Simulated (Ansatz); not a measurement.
# An extra N started as an N–N split interstitial in zincblende AlN, 65 atoms, charge −2

Aim: let the atoms about the defect relax, then find its formation energy, its levels in the gap and its spin by PBEsol and HSE06.

Method: density functional theory in Ansatz 0.2.0, PAW datasets, plane waves.

## Step 1: The system as built

65 atoms (32 Al, 33 N); a = 8.755 Å, b = 8.755 Å, c = 8.755 Å, α = 90.00°, β = 90.00°, γ = 90.00°. All atoms were shaken off their sites by about 0.02 Å along each axis; atoms next to an added one may be pushed further to make room. Defect site 1: (0.625, 0.625, 0.625). Starting moments add up to 1 μB.

Plan of the steps: (2) PBEsol relaxation at the single k point (¼, ¼, ¼), on 7 threads of Arm Neoverse-V2; (3) HSE06 single point at the single k point (¼, ¼, ¼), on 7 threads of Arm Neoverse-V2.

## Step 2: PBEsol relaxation in the fixed cell

Contents of in.yaml:

```yaml
crystal:
  lattice:
    - [8.755444, 0.000000, 0.000000]
    - [0.000000, 8.755444, 0.000000]
    - [0.000000, 0.000000, 8.755444]
  atoms:
    - { symbol: Al, position: [0.002598, 0.000725, 0.998234] }
    - { symbol: Al, position: [0.998303, 0.002078, 0.500624] }
    - { symbol: Al, position: [0.998709, 0.500236, 0.000836] }
    - { symbol: Al, position: [0.999256, 0.498921, 0.497348] }
    - { symbol: Al, position: [0.499268, 0.997567, 0.000660] }
    - { symbol: Al, position: [0.499040, 0.000728, 0.498760] }
    - { symbol: Al, position: [0.500673, 0.503868, 0.999848] }
    - { symbol: Al, position: [0.497720, 0.501238, 0.500835], spin: 0.167 }
    - { symbol: Al, position: [0.250665, 0.244437, 0.002377] }
    - { symbol: Al, position: [0.252177, 0.248158, 0.500032] }
    - { symbol: Al, position: [0.247944, 0.744649, 0.000658] }
    - { symbol: Al, position: [0.248454, 0.747589, 0.501836] }
    - { symbol: Al, position: [0.749356, 0.248754, 0.000987] }
    - { symbol: Al, position: [0.752465, 0.252368, 0.499278] }
    - { symbol: Al, position: [0.750996, 0.748441, 0.999579] }
    - { symbol: Al, position: [0.753324, 0.752762, 0.500420], spin: 0.167 }
    - { symbol: Al, position: [0.246116, 0.002510, 0.253168] }
    - { symbol: Al, position: [0.243002, 0.000914, 0.753060] }
    - { symbol: Al, position: [0.251022, 0.499709, 0.249526] }
    - { symbol: Al, position: [0.252531, 0.499572, 0.749157] }
    - { symbol: Al, position: [0.756784, 0.000807, 0.249248] }
    - { symbol: Al, position: [0.749691, 0.999164, 0.750208] }
    - { symbol: Al, position: [0.750369, 0.501817, 0.250238] }
    - { symbol: Al, position: [0.751445, 0.503565, 0.748484], spin: 0.167 }
    - { symbol: Al, position: [0.997055, 0.250293, 0.247942] }
    - { symbol: Al, position: [0.000404, 0.253825, 0.747880] }
    - { symbol: Al, position: [0.998463, 0.748682, 0.248253] }
    - { symbol: Al, position: [0.000512, 0.750918, 0.752224] }
    - { symbol: Al, position: [0.498050, 0.252047, 0.250137] }
    - { symbol: Al, position: [0.499017, 0.251096, 0.756204] }
    - { symbol: Al, position: [0.498689, 0.749949, 0.247756] }
    - { symbol: Al, position: [0.500800, 0.747812, 0.752356], spin: 0.167 }
    - { symbol: N, position: [0.125806, 0.130761, 0.123075] }
    - { symbol: N, position: [0.121529, 0.122496, 0.627428] }
    - { symbol: N, position: [0.126392, 0.626839, 0.123988] }
    - { symbol: N, position: [0.125887, 0.628214, 0.625741] }
    - { symbol: N, position: [0.619220, 0.126035, 0.122602] }
    - { symbol: N, position: [0.627828, 0.123277, 0.622851] }
    - { symbol: N, position: [0.624589, 0.621547, 0.127398] }
    - { symbol: N, position: [0.558898, 0.563129, 0.626257], spin: 0.167 }
    - { symbol: N, position: [0.376325, 0.379473, 0.124081] }
    - { symbol: N, position: [0.375445, 0.375603, 0.625644] }
    - { symbol: N, position: [0.379139, 0.872887, 0.126656] }
    - { symbol: N, position: [0.371713, 0.874094, 0.624052] }
    - { symbol: N, position: [0.874112, 0.377467, 0.121350] }
    - { symbol: N, position: [0.869186, 0.374478, 0.625038] }
    - { symbol: N, position: [0.870523, 0.874314, 0.128624] }
    - { symbol: N, position: [0.871878, 0.877251, 0.625515] }
    - { symbol: N, position: [0.376176, 0.123775, 0.375787] }
    - { symbol: N, position: [0.372447, 0.124642, 0.874427] }
    - { symbol: N, position: [0.372986, 0.628544, 0.376461] }
    - { symbol: N, position: [0.375296, 0.622153, 0.869864] }
    - { symbol: N, position: [0.872971, 0.125235, 0.375115] }
    - { symbol: N, position: [0.873539, 0.125003, 0.866692] }
    - { symbol: N, position: [0.871932, 0.626161, 0.372861] }
    - { symbol: N, position: [0.874279, 0.624053, 0.875026] }
    - { symbol: N, position: [0.123445, 0.369847, 0.377617] }
    - { symbol: N, position: [0.126466, 0.374984, 0.874282] }
    - { symbol: N, position: [0.122968, 0.870843, 0.375505] }
    - { symbol: N, position: [0.129645, 0.874666, 0.874417] }
    - { symbol: N, position: [0.627743, 0.373158, 0.374196] }
    - { symbol: N, position: [0.626524, 0.371474, 0.872591] }
    - { symbol: N, position: [0.622234, 0.875622, 0.373197] }
    - { symbol: N, position: [0.626430, 0.878385, 0.872737] }
    - { symbol: N, position: [0.687498, 0.692001, 0.626284], spin: 0.167 }
  symmetry: { detect: false }
kpoints:
  mp_grid: { grid: [1, 1, 1], shift: [0.25, 0.25, 0.25] }
hamiltonian:
  xc: pbesol
total_charge: -2
magnetization:
  spin_polarized: true
scf:
  occupations: { method: fermi_dirac, width: 0.01 }
relax:
  f_tol: 0.03
  max_steps: 80
  escape_saddle: false
  adjacent_minimum: "off"
output:
  forces: true
  eigenvalues: true
  populations: true
  charged_corrections: { epsilon: 8.5 }
```

Command:

```bash
$ ansatz run in.yaml --threads 7 --pin off --max-ram 13300MiB --runs-dir r --events-out ev --progress --plain
```

The runs that follow: Single point with HSE06.

Before running it: what results should come out? Wanted: for each run, formation energy; host gap; top filled to lowest empty; moment.

The runs gave:

```
             level                   time  formation energy (eV)  host gap (eV)  top filled to lowest empty (eV)  moment (μB)
PBEsol, relaxation   60 s (7 CPU threads)                  11.50           3.17                             0.30         1.00
             HSE06  4 min (7 CPU threads)                  13.98           4.54                             0.72         1.00
```

| quantity | value |
| --- | --- |
| relaxation | 5 recorded steps, 11.06 eV gained |
| largest shift | 0.30 Å (Al8) |

Relaxation gains 11.06 eV, with shifts up to 0.30 Å (Al8). Part of this undoes the random shake of the start. The formation energy at E_F = VBM goes from 11.50 eV (PBEsol) to 13.98 eV (HSE06), as the host gap goes from 3.17 to 4.54 eV. The reservoirs are the elements' reference phases; where the defect changes the composition, the value depends on that choice. HSE06 puts 6 localised levels over 0.1 eV inside the gap, at 0.23 (filled), 0.24 (filled), 1.63 (filled), 1.63 (filled) eV (the lowest four), the tightest of them shared by about 4 atoms. A filled level lies near or above the host's conduction edge and spreads over many atoms, so that electron is band-like or shallow, not bound in a deep state; the formation energy is then not that of a true charge state of the defect. The one k point lies off Γ, so the host's band edges aren't sampled; a defect level near or above the conduction edge can stay filled here though it would empty into the band on a fuller mesh. The host's edges were read at Γ, so band-like levels at this k point need not coincide with them. Finite-cell errors of some tenths of an eV remain in such numbers. The dielectric constant of 8.5 in the correction is an assumed value.
